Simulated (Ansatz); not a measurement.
**O vacancy in In2O3**

Level of theory: PBEsol, collinear spin, scalar-relativistic; Ansatz, plane waves to 420 eV (PAW set soft_2), k-mesh 2×2×2 shifted by half a step.

The relaxed host crystal (Kohn–Sham gap 1.11 eV over the whole zone):

```xyz
10
Lattice="2.7562 1.5913 4.8457 -2.7562 1.5913 4.8457 0.0000 -3.1826 4.8457" Properties=species:S:1:pos:R:3 pbc="T T T"
In    0.0000    0.0000    9.3409
In    0.0000    0.0000   12.4648
In    0.0000    0.0000    5.1962
In    0.0000    0.0000    2.0723
O    -1.9408   -0.1789    6.0571
O     0.8154    1.7702    6.0571
O     1.1253   -1.5913    6.0571
O     1.9408    0.1789    8.4800
O    -1.1253    1.5913    8.4800
O    -0.8154   -1.7702    8.4800
```

Supercell of 40 atoms, rows of the matrix [[-1,1,1],[1,-1,1],[1,1,-1]] times the cell vectors; O vacancy at (0.046, 0.750, 0.454) in fractions of the cell above. Atoms are relaxed at the host's cell, from a start shaken by 0.03 Å near the defect; charged cells sit in a uniform background.

The defect was relaxed in the charges +2, +1, 0. Distances from the empty O site (Å), by shell of the perfect crystal:

| shell | perfect crystal | state A | state B | state C |
| --- | --- | --- | --- | --- |
| 2 In | 2.13 | 1.95 | 2.34 | 2.20 |
| 2 In | 2.26 | 2.38 | 2.40 | 2.38 |
| 2 O | 2.82 | 2.78 | 2.71 | 2.74 |
| 2 O | 2.94 | 2.91 | 2.86 | 2.89 |

| state | moment of the cell (μB) | gap of the cell on the mesh (eV) | carriers |
| --- | --- | --- | --- |
| A | 0.00 | 1.50 | in a band of the host or near its edge |
| B | 0.00 | 1.97 | none in the bands |
| C | 1.00 | 0.19 | in a band of the host or near its edge |

On this mesh the host's own supercell has a gap of 2.53 eV.

Which state has which charge?

A has charge 0; B has charge +2; C has charge +1.

At charges +1 and 0 a carrier lies in a band of the host or at its edge (levels aligned by the semicore states), so it isn't shown to be bound to the defect (semilocal functionals spread carriers too far and can miss a bound one), and no level is taken from those states.

Which charge does the defect take as the Fermi level crosses the gap?

No transition between neighbouring charges can be given. Lowest charge for a Fermi level at the valence band top: +2, at mid gap: +2, at the conduction band bottom: +2 (among the charges +2, +1, 0). With the Fermi level at the valence band top the state +2 costs 0.70 eV, and 1.81 eV with the Fermi level at mid gap, which lies 0.56 eV above the valence band top; atoms are taken from and to the elements' standard states.

No formation energy is given for the neutral state, since the neutral cell holds a carrier in a band.

Caveats: at charge +2: net starting moment lost; at charge 0: net starting moment lost; semilocal functionals make gaps too small, which shifts levels too; small supercell, so energies and levels can be off by tenths of an eV; one random start near the defect, so other minima are possible; the program doubts the potential alignment, as is usual in cells this small.
